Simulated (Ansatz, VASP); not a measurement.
BAs: VASP beside Ansatz

```
CELL_PARAMETERS angstrom
0.00000 2.57958 2.38850
2.57958 0.00000 2.38850
2.57958 2.57958 0.00000
ATOMIC_POSITIONS crystal
B 0.00000 0.00000 0.00000
As 0.75000 0.75000 0.75000
```

Change from the starting cell: strain +0.080 along x and y, +0.000 along z, atoms carried along.

Alike in both runs: task single point; functional LDA; k mesh 10 × 10 × 10; occupations gaussian, width 0.05 eV; no spin polarisation.

```csv
,VASP,Ansatz
version,VASP 6.6.1,Ansatz 0.2.0
potentials or method,"VASP PAW LDA potentials, release 64 (B, As)","scalar-relativistic, plane waves, PAW"
plane-wave cutoff (eV),520,420
valence electrons in the cell,8,18
```

|  | VASP | Ansatz | Ansatz less VASP |
| --- | --- | --- | --- |
| gap on the k mesh at the Fermi level (eV) | 0.26 | 0.27 | +0.005 |
| least direct gap on the mesh (eV) | 2.37 | 2.33 | -0.038 |
| pressure (GPa) | -17.9 | -18.3 | -0.38 |
| largest component of the traceless stress (GPa) | 8.14 | 8.16 | +0.020 |

The two sets of potentials don't hold the same shells in valence.

Caveats: so large a pressure means that the cell lies far from this level's equilibrium, or that cutoff or potentials fall short (VASP).
